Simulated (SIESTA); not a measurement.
Input of a SIESTA 5.4.2 run:

The input Al.fdf:

```
SystemName                      Al
SystemLabel                     Al
NumberOfSpecies                 1
NumberOfAtoms                   1
%block ChemicalSpeciesLabel
  1  13 Al
%endblock ChemicalSpeciesLabel

UseStructFile                   true

%block kgrid.MonkhorstPack
   12   0   0  0.0
    0  12   0  0.0
    0   0  12  0.0
%endblock kgrid.MonkhorstPack
XC.Functional                   VDW
XC.Authors                      C09
PAO.BasisSize                   DZP
PAO.EnergyShift                 0.003 Ry
Mesh.Cutoff                     500 Ry
OccupationFunction              FD
ElectronicTemperature           0.05 eV
MaxSCFIterations                120
SCF.MustConverge                false
SCF.Mixer.Method                Pulay
SCF.Mixer.Weight                0.25
SCF.Mixer.History               8
SCF.DM.Tolerance                5.0e-05
SCF.H.Tolerance                 1.0e-03 eV
WriteForces                     true
Charge.Mulliken                 end
MD.TypeOfRun                    Broyden
MD.Steps                        40
MD.MaxForceTol                  0.02 eV/Ang
MD.MaxDispl                     0.1 Ang
WriteCoorStep                   true
AtomCoorFormatOut               Fractional
MD.VariableCell                 true
MD.MaxStressTol                 0.1 GPa
%block PAO.Basis
  Al 2
  n=3 0 2
    7.025 0.000
  n=3 1 2 P 1
    9.500 0.000
%endblock PAO.Basis
```

The input Al.STRUCT_IN:

```
  -1.5912186900     1.5912186900     1.5912186900
   1.5912186900    -1.5912186900     1.5912186900
   1.5912186900     1.5912186900    -1.5912186900
1
1  13    0.0000000000     0.0000000000     0.0000000000
```

Potentials or basis: PseudoDojo 0.4 standard (PBE files), DZP (energy shift 0.003 Ry).

The run is started by

```sh
$ siesta < Al.fdf > Al.out 2>&1
```

(1) What does it give for the relaxed volume?

(2) What does it give for the band gap on the k mesh?

(3) What does it give for the relaxed cell?

(4) Estimate the space group after relaxing (to 0.05 Å).

Answers

(1) 17.04 Å³/atom.

(2) none (metal or under the smearing width).

(3) a = 2.808 Å, b = 2.808 Å, c = 2.808 Å, α = 109.47°, β = 109.47°, γ = 109.47°.

(4) Im-3m (No. 229).

Caveat: the potentials were made for another functional, which shifts forces and pressure; the basis of atomic orbitals isn't converged, which shifts pressures, moduli and gaps.
